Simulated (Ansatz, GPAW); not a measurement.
This is a calculation of NbAs for GPAW 26.7.0 (ASE script). Atoms were shifted at random by some hundredths of an Å from the given cell, which wasn't relaxed again for these runs. 

Contents of run.py:

```python
from ase import Atoms
from ase.dft.bandgap import bandgap
from ase.io import write
from ase.units import GPa
from ase.parallel import parprint
from gpaw import GPAW, PW, setup_paths

setup_paths.insert(0, '.')

atoms = Atoms(['Nb', 'Nb', 'As', 'As'],
              cell=[[-1.72585, 1.72585, 5.84],
                    [1.72585, -1.72585, 5.84],
                    [1.72585, 1.72585, -5.84]],
              scaled_positions=[[0.506457, -0.001157, 0.512873],
                                [0.751105, 0.759663, 0.007021],
                                [0.893408, 0.421019, 0.496569],
                                [0.159604, 0.170121, 0.002004]],
              pbc=True)

calc = GPAW(mode=PW(600),
            xc='PBEsol',
            kpts={'size': (11, 11, 11), 'gamma': True},
            occupations={'name': 'fermi-dirac', 'width': 0.05},
            nbands=34,
            convergence={'density': 1e-05, 'energy': 1e-05},
            maxiter=150,
            txt='gpaw.txt')
atoms.calc = calc
energy = atoms.get_potential_energy()
forces = atoms.get_forces()
stress = atoms.get_stress()
calc.write('gs.gpw')
write('result.traj', atoms)
parprint(f'Energy: {energy:.6f} eV')
parprint('Forces (eV/A):')
parprint(forces.round(4))
parprint('Stress (GPa):', (stress / GPa).round(3))
parprint('Fermi level:', round(calc.get_fermi_level(), 4), 'eV')
parprint(f'Gap: {bandgap(calc)[0]:.4f} eV, direct: {bandgap(calc, direct=True)[0]:.4f} eV')
```

Potentials or basis: PAW data sets generated in the run's folder for this functional, pw.

The run is started by

```bash
$ gpaw-setup -f PBEsol As Nb
$ OMP_NUM_THREADS=1 mpirun -n 4 gpaw python run.py
```

Translate it to Ansatz 0.2.0. Potentials or basis there: Ansatz PAW, cutoff 420 eV.

As run (cutoffs and basis follow the program's own potentials, and thresholds, step limits or extra output files can differ):

input.yaml

```yaml
crystal:
  lattice:
    - [-1.72585, 1.72585, 5.84]
    - [1.72585, -1.72585, 5.84]
    - [1.72585, 1.72585, -5.84]
  atoms:
    - { symbol: Nb, position: [0.506457, -0.001157, 0.512873] }
    - { symbol: Nb, position: [0.751105, 0.759663, 0.007021] }
    - { symbol: As, position: [0.893408, 0.421019, 0.496569] }
    - { symbol: As, position: [0.159604, 0.170121, 0.002004] }
hamiltonian:
  xc: pbesol
  pseudopotentials: { kind: paw }
kpoints:
  mp_grid: { grid: [11, 11, 11] }
scf:
  occupations: { method: fermi_dirac, width: 0.05 }
output:
  forces: true
  stress: true
  eigenvalues: true
```

Potentials or basis: Ansatz PAW.

The run is started by

```bash
$ ansatz run input.yaml --threads 1 --pin off --max-ram 3584MiB --backend cpu --events-out ev --progress --plain --runs-dir out
```

Both were run:

|  | GPAW | Ansatz |
| --- | --- | --- |
| Pressure | -1.7 GPa | -1.4 GPa |
| Largest force | 1.501 eV/Å | 1.500 eV/Å |

Ansatz's pressure holds a Pulay term of +0.02 GPa for its cutoff of 420 eV, which the other run lacks.

The potentials hold 36 and 56 valence electrons a cell.

Ansatz's potentials were made for PBE.

Where Ansatz's input types no cutoff or centring, it takes its own default and a Γ-centred mesh.

Pressure is positive in compression.
